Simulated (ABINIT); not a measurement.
## ZnSe (Stilleite): single point with r2SCAN

**What was measured.**

From “Alloy Disordering Effects on the Thermal Conductivity and Energy Gap Temperature Dependence of Cd1−xZnxSe Ternary Crystals Grown by the Bridgman Method”, 2023, pmc:10253836, for a bulk crystal of ZnSe at 300 K: band gap 2.695 ± 0.003 eV (an exciton energy, a little under the gap).

The system is ZnSe (Stilleite).

```
Se Zn
1.0
     0.00000    2.83380    2.83380
     2.83380    0.00000    2.83380
     2.83380    2.83380    0.00000
Se Zn
1 1
Cartesian
  4.2507 4.2507 4.2507
  0.0000 0.0000 0.0000
```

| Item | Value |
| --- | --- |
| Program | ABINIT 10.8.3 (patched build) |
| Task | single point |
| Functional | r2SCAN |
| Potentials or basis | JTH PAW PBE v2.0 |
| Cutoff | 653 eV |
| k mesh | 5 × 5 × 5 |
| Occupations | fermi-dirac, width 0.05 eV |
| Spin | no spin polarisation |

The pressure is 0.0 GPa and the band gap on the k mesh is 1.85 eV, direct. The valence electrons inside the program's atomic spheres are Se 4.03; Zn 10.73.

Levels at points of the mesh, in eV from the valence-band top:
```
           k point  band 5  band 6  band 7  band 8  band 9  band 10  band 11  band 12  band 13
(0.00, 0.00, 0.00)   -6.29   -6.29    0.00    0.00    0.00     1.85     6.30     6.30     6.30
```

Run time: 38 s on 1 thread of Arm Neoverse V2, on a shared host, peak memory 0.14 GiB.

A measured gap of ZnSe is 2.695 eV (an exciton energy, a little under the gap; 300 K; “Alloy Disordering Effects on the Thermal Conductivity and Energy Gap Temperature Dependence of Cd1−xZnxSe Ternary Crystals Grown by the Bridgman Method”, 2023, pmc:10253836); the calculated 1.85 eV misses it by -0.84 eV. Spin-orbit coupling on Se is left out. The value is that of r2SCAN, without temperature or zero-point motion.

Caveat: the PAW data sets were made with another functional, which shifts forces and pressure a little.
